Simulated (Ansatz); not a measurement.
# GaN: the cost of one run

Method: DFT PBE, scalar-relativistic, plane waves, PAW, in Ansatz 0.2.0.

4 further runs of the same task are left out: 4 set aside as unsound or not needed.

**1. Starting point**

The cell holds 36 atoms (Ga17N18Pb): a = 7.653 Å, b = 7.653 Å, c = 7.653 Å, α = 78.22°, β = 78.22°, γ = 78.22°.

The coordinates of this cell stand in the input of its own run.

The host was relaxed before at PBE: a = 3.218 Å, b = 3.218 Å, c = 5.243 Å, α = 90.00°, β = 90.00°, γ = 120.00° (conventional cell), 11.758 Å³/atom.

Places, in fractions of the supercell: Pb in place of Ga at (0.389, 0.389, 0.722). The start keeps the symmetry of the ideal site.

**2. Band edges of the host over the zone**

Contents of input.yaml:

```yaml
crystal:
  lattice:
    - [3.2183571298, 0.0, 0.0]
    - [-1.6091785649, 2.7871790328, 0.0]
    - [0.0, 0.0, 5.2431089265]
  atoms:
    - { symbol: Ga, position: [0.6666666667, 0.3333333333, 0.4991348436] }
    - { symbol: Ga, position: [0.3333333333, 0.6666666667, 0.9991348436] }
    - { symbol: "N", position: [0.6666666667, 0.3333333333, 0.8758651564] }
    - { symbol: "N", position: [0.3333333333, 0.6666666667, 0.3758651564] }
basis:
  ecutwfc: 420
  xc_grid: 2
kpoints:
  mp_grid: { grid: [9, 9, 6] }
  band_path: { path: [VBM, CBM], npoints: 2 }
hamiltonian:
  xc: pbe
scf:
  occupations: { method: gaussian, width: 0.02 }
output:
  forces: true
  stress: true
  eigenvalues: true
```

On the command line:

```sh
> ansatz run input.yaml --threads 8 --pin off --max-ram 16384MiB --backend cpu --events-out ev --progress --plain --runs-dir out
```

What time and memory should one allow on 8 threads of Arm Neoverse V1, shared host?

About 1.8 s, with a peak of 0.44 GiB.
